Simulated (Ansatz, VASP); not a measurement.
**One calculation of NaF, two programs**

```xyz
2
Lattice="2.8211 0.0000 0.0000 0.0000 2.8211 0.0000 0.0000 0.0000 2.8211" Properties=species:S:1:pos:R:3 pbc="T T T"
Na    0.0000    0.0000    0.0000
F     1.4106    1.4106    1.4106
```

Alike in both runs: task single point; functional r2SCAN; k mesh 8 × 8 × 8; no spin polarisation.

```csv
,VASP,Ansatz
version,VASP 6.6.1,Ansatz 0.2.0
potentials or method,"VASP PAW PBE potentials, release 64 (Na_pv, F)","plane waves, PAW"
plane-wave cutoff (eV),520,500
occupations,"gaussian, width 0.01 eV",fixed
valence electrons in the cell,14,16
```

|  | VASP | Ansatz | Ansatz less VASP |
| --- | --- | --- | --- |
| gap on the k mesh at the Fermi level (eV) | 6.91 | 6.86 | -0.055 |
| pressure (GPa) | -2.4 | -1.7 | +0.73 |

The two sets of potentials don't hold the same shells in valence.

Caveats: the PAW data sets were made with another functional, which shifts forces and pressure a little (VASP). A k mesh can miss the band edges. r2SCAN opens gaps a little over a GGA but as a rule still falls short of measured ones.
